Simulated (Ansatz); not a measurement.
The system is CdS.

```
Cd S
1.0
     0.00000    2.75324    2.75324
     2.75324    0.00000    2.75324
     2.75324    2.75324    0.00000
Cd S
1 1
Cartesian
  0.0000 0.0000 0.0000
  2.7532 2.7532 2.7532
```

Measurements of this composition are mostly on another form, of space group No. 186.

| Quantity | Value |
| --- | --- |
| Program | Ansatz 0.2.0 |
| Task | relaxation of cell and atoms |
| Functional | PBE |
| Dispersion | D4 |
| Potentials or basis | Ansatz PAW |
| Cutoff | 420 eV (not typed: the program's choice for these potentials) |
| k mesh | 8 × 8 × 8 |
| Occupations | fermi-dirac, width 0.05 eV |
| Spin | no spin polarisation |

At the start: volume 20.87 Å³/atom.

Task: How do energy, volume and symmetry change on relaxing?

Result: It ends after 5 steps and the volume is 19.95 Å³/atom (-4.4 %); space group Fm-3m (No. 225, to 0.05 Å).

The path:
| step | energy change (eV) | largest force (eV/Å) | volume (Å³) |
| --- | --- | --- | --- |
| 1 | 0.0000 | 0.0000 | 41.74 |
| 2 | -0.0141 | 0.0000 | 38.94 |
| 3 | -0.0199 | 0.0000 | 39.99 |
| 4 | -0.0200 | 0.0000 | 39.91 |
| 5 | -0.0194 | 0.0000 | 39.91 |

Final structure:
```
Cd S
1.0
     0.00000    2.71232    2.71232
     2.71232    0.00000    2.71232
     2.71232    2.71232    0.00000
Cd S
1 1
Cartesian
  0.0000 0.0000 0.0000
  2.7123 2.7123 2.7123
```

Caveat: the plane-wave basis is chosen anew once the cell has moved, so the energies of steps on either side of that aren't comparable.
